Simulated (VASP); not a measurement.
## VASP 6.6.1 run: CdS

INCAR

```
GGA = PE
LREAL = .FALSE.
ENCUT = 350
NSW = 0
ISIF = 2
LCHARG = .FALSE.
EDIFF = 0.0001
IBRION = -1
PREC = Accurate
NBANDS = 16
LASPH = .TRUE.
LWAVE = .FALSE.
NELM = 67
ISMEAR = -1
SIGMA = 0.02
```

KPOINTS

```
KPOINTS created by Atomic Simulation Environment
0
Gamma
8 8 8
0 0 0
```

POSCAR

```
Cd S
 1.0000000000000000
     0.0000000000000000    3.0567834368000000    2.7523563374000002
     3.0567834368000000    0.0000000000000000    2.7523563374000002
     3.0567834368000000    3.0567834368000000    0.0000000000000000
 Cd  S
   1   1
Cartesian
  0.0000000000000000  0.0000000000000000  0.0000000000000000
  1.5283917184000000  1.5283917184000000  1.3761781687000001
```

The recommended PBE PAW datasets give the neutral cell 18 valence electrons.

Command

```
mpirun -np 1 vasp_std
```

Q: How does this run end, and what does it give?

A: It converged. Results: gap between bands v and c on the k mesh 0.89 eV; least direct gap on the k mesh 0.89 eV; pressure 0.2 GPa. Band v is the last that the valence electrons fill when counted band by band, and c is the next.

OSZICAR

```
N       E                     dE             d eps       ncg     rms          rms(c)
DAV:   1     0.832568154997E+02    0.83257E+02   -0.73193E+03  1976   0.743E+02
DAV:   2    -0.373957063149E+01   -0.86996E+02   -0.83409E+02  2368   0.219E+02
DAV:   3    -0.666381982919E+01   -0.29242E+01   -0.29204E+01  2296   0.420E+01
DAV:   4    -0.668105267518E+01   -0.17233E-01   -0.17231E-01  2440   0.309E+00
DAV:   5    -0.668127851996E+01   -0.22584E-03   -0.22584E-03  2320   0.327E-01    0.757E+00
DAV:   6    -0.614145543575E+01    0.53982E+00   -0.85870E-01  2768   0.111E+01    0.617E+00
DAV:   7    -0.612127705322E+01    0.20178E-01   -0.18565E-01  2424   0.292E+00    0.305E+00
DAV:   8    -0.612104565342E+01    0.23140E-03   -0.16328E-02  2248   0.154E+00    0.274E-01
DAV:   9    -0.612098404252E+01    0.61611E-04   -0.17766E-03  2384   0.590E-01    0.635E-02
DAV:  10    -0.612112312014E+01   -0.13908E-03   -0.23436E-04  2408   0.139E-01    0.723E-02
DAV:  11    -0.612120122204E+01   -0.78102E-04   -0.13070E-04  2144   0.839E-02
   1 F= -.61212012E+01 E0= -.61212012E+01  d E =-.323402E-10
```

For comparison, a separate PBE run of the intended cell, on usual settings and not on those above, gives a gap of 0.89 eV on its mesh and a pressure of 0.7 GPa.
